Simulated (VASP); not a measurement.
# SnO2 (Cassiterite) (P4_2/mnm) in VASP: settings compared

The runs below take SnO2 (Cassiterite) through band structure, dielectric tensor, with LAK, PBE.

All numbers are computed with VASP 6.6.1; they aren't measurements. Logs are shortened: lines on timing, memory, paths and dates and some standing lists are left out, and cuts for length are marked.

## 1. Starting point

It takes space group P4_2/mnm (No. 136, tetragonal). The conventional cell has a = 4.738 Å, b = 4.738 Å, c = 3.187 Å, α = 90.00°, β = 90.00°, γ = 90.00°. Sn (site symmetry mmm) is surrounded by 6 O at 2.05 to 2.06 Å. O (site symmetry m2m) has 3 Sn at 2.05 to 2.06 Å as nearest neighbours.

## 2. Band structure, LAK

The input, INCAR:

```
ALGO = Normal ; EDIFF = 1E-6
ENCUT = 520 ; ISIF = 2
ISMEAR = -1 ; LASPH = T
LCHARG = F ; LMIXTAU = T
LREAL = F ; LWAVE = F
METAGGA = LAK ; NBANDS = 35
NELM = 80 ; PREC = Accurate
SIGMA = 0.05
```

The input, KPOINTS:

```
k-points
0
Gamma
  6 6 8
```

The input, POSCAR:

```
SnO2
1.0
    4.7380000000      0.0000000000      0.0000000000
    0.0000000000      4.7380000000      0.0000000000
    0.0000000000      0.0000000000      3.1865000000
Sn O
2 4
Direct
    0.5000000000      0.5000000000      0.5000000000
    0.0000000000      0.0000000000      0.0000000000
    0.8071000000      0.1929000000      0.5000000000
    0.6929000000      0.6929000000      0.0000000000
    0.1929000000      0.8071000000      0.5000000000
    0.3071000000      0.3071000000      0.0000000000
```

The input, KPOINTS_OPT:

```
path GXMGZRAZ,XR,MA
15
line-mode
reciprocal
 0.0000000000  0.0000000000  0.0000000000  G
 0.0000000000  0.5000000000  0.0000000000  X

 0.0000000000  0.5000000000  0.0000000000  X
 0.5000000000  0.5000000000  0.0000000000  M

 0.5000000000  0.5000000000  0.0000000000  M
 0.0000000000  0.0000000000  0.0000000000  G

 0.0000000000  0.0000000000  0.0000000000  G
 0.0000000000  0.0000000000  0.5000000000  Z

 0.0000000000  0.0000000000  0.5000000000  Z
 0.0000000000  0.5000000000  0.5000000000  R

 0.0000000000  0.5000000000  0.5000000000  R
 0.5000000000  0.5000000000  0.5000000000  A

 0.5000000000  0.5000000000  0.5000000000  A
 0.0000000000  0.0000000000  0.5000000000  Z

 0.0000000000  0.5000000000  0.0000000000  X
 0.0000000000  0.5000000000  0.5000000000  R

 0.5000000000  0.5000000000  0.0000000000  M
 0.5000000000  0.5000000000  0.5000000000  A
```

Potentials or basis: VASP PAW PBE potentials, release 64 (Sn_d, O).

Launch:

```sh
cat potpaw_PBE.64/Sn_d/POTCAR potpaw_PBE.64/O/POTCAR > POTCAR
mpirun -np 1 vasp_std > vasp.out
```

OUTCAR:

```text
EDIFF = 1E-6
   ENCUT = 520
   ISIF = 2
   ISMEAR = -1
   LASPH = T
   LREAL = F
   METAGGA = LAK
   NELM = 80
   PREC = Accurate

 ion  position               nearest neighbor table
   1  0.500  0.500  0.500-   4 2.05   6 2.05   4 2.05   6 2.05   5 2.06   3 2.06   2 3.71   2 3.71
                             2 3.71   2 3.71   2 3.71   2 3.71   2 3.71   2 3.71
   2  0.000  0.000  0.000-   3 2.05   5 2.05   3 2.05   5 2.05   4 2.06   6 2.06   1 3.71   1 3.71
                             1 3.71   1 3.71   1 3.71   1 3.71   1 3.71   1 3.71
   3  0.807  0.193  0.500-   2 2.05   2 2.05   1 2.06
   4  0.693  0.693  0.000-   1 2.05   1 2.05   2 2.06
   5  0.193  0.807  0.500-   2 2.05   2 2.05   1 2.06
   6  0.307  0.307  0.000-   1 2.05   1 2.05   2 2.06

  LATTYP: Found a simple tetragonal cell.
 ALAT       =     4.7380000000
 C/A-ratio  =     0.6725411566

  Lattice vectors:

 A1 = (   4.7380000000,   0.0000000000,   0.0000000000)
 A2 = (   0.0000000000,   4.7380000000,   0.0000000000)
 A3 = (   0.0000000000,   0.0000000000,   3.1865000000)

Analysis of symmetry for initial positions (statically):
=====================================================================
 Subroutine PRICEL returns:
 Original cell was already a primitive cell.

 Routine SETGRP: Setting up the symmetry group for a
 simple tetragonal supercell.

 Subroutine GETGRP returns: Found 16 space group operations
 (whereof  8 operations were pure point group operations)
 out of a pool of 16 trial point group operations.

The static configuration has the point symmetry D_2h.
 The point group associated with its full space group is D_4h.

Analysis of symmetry for dynamics (positions and initial velocities):
=====================================================================
 Subroutine PRICEL returns:
 Original cell was already a primitive cell.

 Routine SETGRP: Setting up the symmetry group for a
 simple tetragonal supercell.

 Subroutine GETGRP returns: Found 16 space group operations
 (whereof  8 operations were pure point group operations)
 out of a pool of 16 trial point group operations.

The dynamic configuration has the point symmetry D_2h.
 The point group associated with its full space group is D_4h.

 Subroutine INISYM returns: Found 16 space group operations
 (whereof  8 operations are pure point group operations),
 and found     1 'primitive' translations

----------------------------------------------------------------------------------------

                                     Primitive cell

  volume of cell :      71.5326

  direct lattice vectors                    reciprocal lattice vectors
     4.738000000  0.000000000  0.000000000     0.211059519  0.000000000  0.000000000
     0.000000000  4.738000000  0.000000000     0.000000000  0.211059519  0.000000000
     0.000000000  0.000000000  3.186500000     0.000000000  0.000000000  0.313823945

  length of vectors
     4.738000000  4.738000000  3.186500000     0.211059519  0.211059519  0.313823945

  position of ions in fractional coordinates (direct lattice)
     0.500000000  0.500000000  0.500000000
     0.000000000  0.000000000  0.000000000
     0.807100000  0.192900000  0.500000000
     0.692900000  0.692900000  0.000000000
     0.192900000  0.807100000  0.500000000
     0.307100000  0.307100000  0.000000000

  ion indices of the primitive-cell ions
   primitive index   ion index
                 1           1
                 2           2
                 3           3
                 4           4
                 5           5
                 6           6

----------------------------------------------------------------------------------------

 KPOINTS: k-points

Automatic generation of k-mesh.
 Grid dimensions read from file:
 generate k-points for:    6    6    8

 Generating k-lattice:

  Cartesian coordinates                     Fractional coordinates (reciprocal lattice)
     0.035176586  0.000000000  0.000000000     0.166666667  0.000000000  0.000000000
     0.000000000  0.035176586  0.000000000     0.000000000  0.166666667  0.000000000
     0.000000000  0.000000000  0.039227993     0.000000000  0.000000000  0.125000000

  Length of vectors
     0.035176586  0.035176586  0.039227993

  Shift w.r.t. Gamma in fractional coordinates (k-lattice)
     0.000000000  0.000000000  0.000000000

 Subroutine IBZKPT returns following result:
 ===========================================

 Found     50 irreducible k-points:

 Following reciprocal coordinates:
            Coordinates               Weight
  0.000000  0.000000  0.000000      1.000000
  0.166667  0.000000  0.000000      4.000000
  0.333333  0.000000  0.000000      4.000000
  0.500000  0.000000  0.000000      2.000000
  0.166667  0.166667  0.000000      4.000000
  0.333333  0.166667  0.000000      8.000000
[... 16 lines left out ...]
  0.333333  0.000000  0.250000      8.000000
  0.500000  0.000000  0.250000      4.000000
 [... further k-points ...]
   k-points           NKPTS =     50   k-points in BZ     NKDIM =     50   number of bands    NBANDS=     35
   number of dos      NEDOS =    301   number of ions     NIONS =      6
   total plane-waves  NPLWV =  31104
   dimension x,y,z NGX =    36 NGY =   36 NGZ =   24
   dimension x,y,z NGXF=    72 NGYF=   72 NGZF=   48
   ions per type =               2   4
   NGX,Y,Z   is equivalent  to a cutoff of  12.63, 12.63, 12.52 a.u.
   NGXF,Y,Z  is equivalent  to a cutoff of  25.26, 25.26, 25.04 a.u.
 SYSTEM =  unknown system
   PREC   = accura    normal or accurate (medium, high low for compatibility)
   ISTART =      0    job   : 0-new  1-cont  2-samecut
   ICHARG =      2    charge: 1-file 2-atom 10-const
   ISPIN  =      1    spin polarized calculation?
   LNONCOLLINEAR =      F non collinear calculations
   LSORBIT =      F    spin-orbit coupling
   LASPH  =      T    aspherical Exc in radial PAW
   ENCUT  =  520.0 eV  38.22 Ry    6.18 a.u.   8.81  8.81  5.92*2*pi/ulx,y,z
   NELM   =     80;   NELMIN=  2; NELMDL= -5     # of ELM steps
   EDIFF  = 0.1E-05   stopping-criterion for ELM
   LREAL  =      F    real-space projection
   EDIFFG = 0.1E-04   stopping-criterion for IOM
   NSW    =      0    number of steps for IOM
   IBRION =     -1    ionic relax: 0-MD 1-quasi-New 2-CG
   NFREE  =      0    steps in history (QN), initial steepest desc. (CG)
   ISIF   =      2    stress and relaxation
   ISYM   =      2    0-nonsym 1-usesym 2-fastsym
   POTIM  = 0.5000    time-step for ionic-motion
   TEBEG  =    0.0;   TEEND  =   0.0 temperature during run
   PSTRESS=    0.0 pullay stress
   NELECT =      52.0000    total number of electrons
   NUPDOWN=      -1.0000    fix difference up-down
   EMIN   =  10.00;   EMAX   =-10.00  energy-range for DOS
   EFERMI =   0.00;   METHOD = LEGACY
   ISMEAR =    -1;   SIGMA  =   0.05  broadening in eV -4-tet -1-fermi 0-gaus
   EFERMI_NEDOS =   21; number of points for ismear=-14 and -15
   IALGO  =     38    algorithm
   IMIX   =      4    mixing-type and parameters
     AMIX     =   0.40;   BMIX     =  1.00
     AMIX_MAG =   1.60;   BMIX_MAG =  1.00
  volume/ion in A,a.u.               =      11.92        80.45
  Fermi-wavevector in a.u.,A,eV,Ry     =   1.472000  2.781677 29.480903  2.166785
  Thomas-Fermi vector in A             =   2.587068
   LORBIT       =      0    0 simple, 1 ext, 2 COOP (PROOUT), +10 PAW based schemes
   METAGGA = LAK    functional components
   LHFCALC =     F    Hartree Fock is set to
   AEXX    =    0.0000 exact exchange contribution
   IVDW    =     0    specifies the selected vdW correction
   LEPSILON=     F    determine dielectric tensor
   LRPA    =     F    only Hartree local field effects (RPA)
 non-spin polarized calculation
  energy-cutoff  :      520.00
  volume of cell :       71.53
 maximum number of plane-waves:      1992
 NGX is ok and might be reduce to    36
   NGX = 17   NGY = 17   NGZ = 11

 number of electron      51.9999994 magnetization

 Free energy of the ion-electron system (eV)
  ---------------------------------------------------
  ext. energy  EPLUGINS =         0.00000000
  ---------------------------------------------------
  free energy    TOTEN  =        25.81122168 eV

  energy without entropy =       25.81122168  energy(sigma->0) =       25.81122168

 E-fermi :   6.9640     XC(G=0): -11.8736

 val. band max:        5.9177619900   @ k =   0.0000   0.0000   0.0000
 cond. band min:       8.3180594684   @ k =   0.0000   0.0000   0.0000
 fundamental gap:      2.4002974784
 Fermi energy:         6.9639620109

 k-point     1 :       0.0000    0.0000    0.0000
  band No.  band energies     occupation
      1     -16.1273      2.00000
      2     -15.1497      2.00000
      3     -14.7726      2.00000
      4     -14.7726      2.00000
      5     -14.7101      2.00000
      6     -14.7084      2.00000
[... 27 lines left out ...]
     34      19.6328      0.00000
     35      19.6328      0.00000

 k-point     2 :       0.1667    0.0000    0.0000
  band No.  band energies     occupation
      1     -16.0770      2.00000
      2     -15.2046      2.00000
      3     -14.7712      2.00000
      4     -14.7711      2.00000
      5     -14.7657      2.00000
      6     -14.7127      2.00000
[... 27 lines left out ...]
     34      19.5528      0.00000
     35      19.5721      0.00000

 k-point     3 :       0.3333    0.0000    0.0000
  band No.  band energies     occupation
      1     -15.9293      2.00000
      2     -15.4188      2.00000
      3     -14.7856      2.00000
      4     -14.7682      2.00000
      5     -14.7681      2.00000
      6     -14.7271      2.00000
[... 27 lines left out ...]
     34      19.3608      0.00000
     35      19.4992      0.00000
[... 723 lines left out ...]
 k-point    23 :       0.3333    0.0000    0.2500
  band No.  band energies     occupation
      1     -15.8092      2.00000
      2     -15.6412      2.00000
      3     -15.2296      2.00000
      4     -14.8891      2.00000
      5     -14.6255      2.00000
      6     -14.6064      2.00000
[... 27 lines left out ...]
     34      19.4146      0.00000
     35      19.4476      0.00000

 k-point    24 :       0.5000    0.0000    0.2500
  band No.  band energies     occupation
      1     -15.7497      2.00000
      2     -15.7497      2.00000
      3     -15.0538      2.00000
      4     -15.0538      2.00000
      5     -14.6071      2.00000
      6     -14.6071      2.00000
[... 27 lines left out ...]
     34      19.4747      0.00000
     35      20.0014      0.00000

 [... further k-points ...]
[... 5 lines left out ...]
  --------------------------------------------------------------------------------------
  -------------------------------------------------------------------------------------
  Total        3.2475295      3.2475295      4.4706750     -0.0000000      0.0000000      0.0000000
  in kB       72.7377154     72.7377154    100.1335573     -0.0000000      0.0000000      0.0000000
  external PRESSURE =      81.8696627 kB  Pullay stress =       0.0000000 kB

 VOLUME and BASIS-vectors are now :
 -----------------------------------------------------------------------------
  energy-cutoff  :      520.00
  volume of cell :       71.53
      direct lattice vectors                 reciprocal lattice vectors
     4.738000000  0.000000000  0.000000000     0.211059519  0.000000000  0.000000000
     0.000000000  4.738000000  0.000000000     0.000000000  0.211059519  0.000000000
     0.000000000  0.000000000  3.186500000     0.000000000  0.000000000  0.313823945

 POSITION                                       TOTAL-FORCE (eV/Angst)
 -----------------------------------------------------------------------------------
      2.36900      2.36900      1.59325        -0.000000      0.000000      0.000000
      0.00000      0.00000      0.00000        -0.000000      0.000000      0.000000
      3.82404      0.91396      1.59325        -0.227027      0.227027     -0.000000
      3.28296      3.28296      0.00000         0.227027      0.227027     -0.000000
      0.91396      3.82404      1.59325         0.227027     -0.227027      0.000000
      1.45504      1.45504      0.00000        -0.227027     -0.227027      0.000000
 -----------------------------------------------------------------------------------
    total drift:                               -0.000000      0.000000      0.000000

  FREE ENERGIE OF THE ION-ELECTRON SYSTEM (eV)
  ---------------------------------------------------
  free  energy   TOTEN  =        25.8112216771 eV

  energy  without entropy=       25.8112216771  energy(sigma->0) =       25.81122168
```

It took 25 min on 1 thread of AMD EPYC 7R43 (Zen 3), shared host; peak memory 0.24 GiB.

Results:

- Free energy: 25.8112 eV
- Pressure: 8.2 GPa
- Largest force: 0.321 eV/Å
- Band gap on the k mesh: 2.40 eV, direct
- Band gap along the path: 2.40 eV, direct

Forces on the atoms (eV/Å):
```
Sn   0.000  0.000  0.000
Sn   0.000  0.000  0.000
O   -0.227  0.227  0.000
O    0.227  0.227  0.000
O    0.227 -0.227  0.000
O   -0.227 -0.227  0.000
```

Levels at the corners of the path, in eV from the valence-band top:
| point | band 24 | band 25 | band 26 | band 27 | band 28 | band 29 |
| --- | --- | --- | --- | --- | --- | --- |
| Γ | -0.81 | -0.81 | 0.00 | 2.40 | 7.31 | 7.54 |
| X | -1.18 | -0.64 | -0.64 | 5.55 | 5.55 | 8.22 |
| X | -1.18 | -0.64 | -0.64 | 5.55 | 5.55 | 8.22 |
| M | -1.29 | -0.92 | -0.92 | 5.99 | 5.99 | 8.63 |
| M | -1.29 | -0.92 | -0.92 | 5.99 | 5.99 | 8.63 |
| Γ | -0.81 | -0.81 | 0.00 | 2.40 | 7.31 | 7.54 |
| Γ | -0.81 | -0.81 | 0.00 | 2.40 | 7.31 | 7.54 |
| Z | -1.69 | -1.27 | -1.27 | 7.54 | 7.54 | 10.96 |
| Z | -1.69 | -1.27 | -1.27 | 7.54 | 7.54 | 10.96 |
| R | -1.14 | -0.68 | -0.68 | 7.83 | 7.83 | 9.39 |
| R | -1.14 | -0.68 | -0.68 | 7.83 | 7.83 | 9.39 |
| A | -0.99 | -0.87 | -0.87 | 6.24 | 6.24 | 9.92 |
| A | -0.99 | -0.87 | -0.87 | 6.24 | 6.24 | 9.92 |
| Z | -1.69 | -1.27 | -1.27 | 7.54 | 7.54 | 10.96 |
| X | -1.18 | -0.64 | -0.64 | 5.55 | 5.55 | 8.22 |
| R | -1.14 | -0.68 | -0.68 | 7.83 | 7.83 | 9.39 |
| M | -1.29 | -0.92 | -0.92 | 5.99 | 5.99 | 8.63 |
| A | -0.99 | -0.87 | -0.87 | 6.24 | 6.24 | 9.92 |

Caveat: the PAW data sets were made with another functional, which shifts forces and pressure a little; spin-orbit coupling is left out, which moves the levels of the heavy elements.

(Part 1 of 2 ends here.)
